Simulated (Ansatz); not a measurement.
SnO2 under compression and expansion

```
Sn O
1.0
     4.73735    0.00000    0.00000
     0.00000    4.73735    0.00000
     0.00000    0.00000    3.18640
Sn O
2 4
Cartesian
  0.0000 0.0000 0.0000
  2.3687 2.3687 1.5932
  1.4478 1.4478 0.0000
  0.9208 3.8165 1.5932
  3.2895 3.2895 0.0000
  3.8165 0.9208 1.5932
```

The cell comes from COD entry 2101853, which wasn't checked; take it as a given geometry.

Spin–orbit coupling is left out, though it moves levels of the heavy atoms by tenths of an eV or more.

All numbers are computed: DFT, PBE, all-electron LAPW, scalar-relativistic (Ansatz 0.2.0); DFT, PBE, PAW with Ansatz's default frozen-core files, scalar-relativistic (Ansatz 0.2.0).

For LAPW: a Γ-centred 4×4×6 k mesh, Fermi–Dirac smearing of 0.03 eV, basis error target 1 meV/atom, no spin polarisation. PAW takes a cutoff of 420 eV at this cell. The Ansatz runs share mesh, smearing and spin set-up. Plane-wave (PAW) pressures include the program's estimate of the Pulay term.

The cell above is scaled evenly, with fractional coordinates and shape held.

```csv
V/V(cell),V (Å³/atom),"P, LAPW (GPa)","P, PAW (GPa)","gap on the k mesh, LAPW (eV)","free energy over the lowest listed, PAW (meV/atom)"
0.9400,11.203,27.28,27.38,2.01,103.4
0.9600,11.442,21.15,21.24,1.75,67.3
0.9800,11.680,15.66,15.74,1.50,39.7
0.9900,11.799,13.14,13.20,1.37,29.0
1.0000,11.918,10.75,10.80,1.26,20.2
1.0100,12.038,8.48,8.52,1.14,13.0
1.0200,12.157,6.34,6.37,1.03,7.4
1.0400,12.395,?,?,?,?
1.0600,12.634,-1.12,-1.10,0.60,0.0
```

Q: Fill in the row V/V(cell) = 1.0400.

A: P, LAPW (GPa) = 2.41, P, PAW (GPa) = 2.43, gap on the k mesh, LAPW (eV) = 0.81, free energy over the lowest listed, PAW (meV/atom) = 0.9.

Q: What do Birch–Murnaghan fits to the pressures give?

A: LAPW: V0 = 12.55 Å³/atom, B0 = 182 GPa, B0′ = 4.8; PAW: V0 = 12.56 Å³/atom, B0 = 183 GPa, B0′ = 4.8.

PAW's V0 lies 0.01 % from the all-electron value and its B0 0.3 %. With shape and internal coordinates held, B0 is an upper bound to the relaxed modulus.
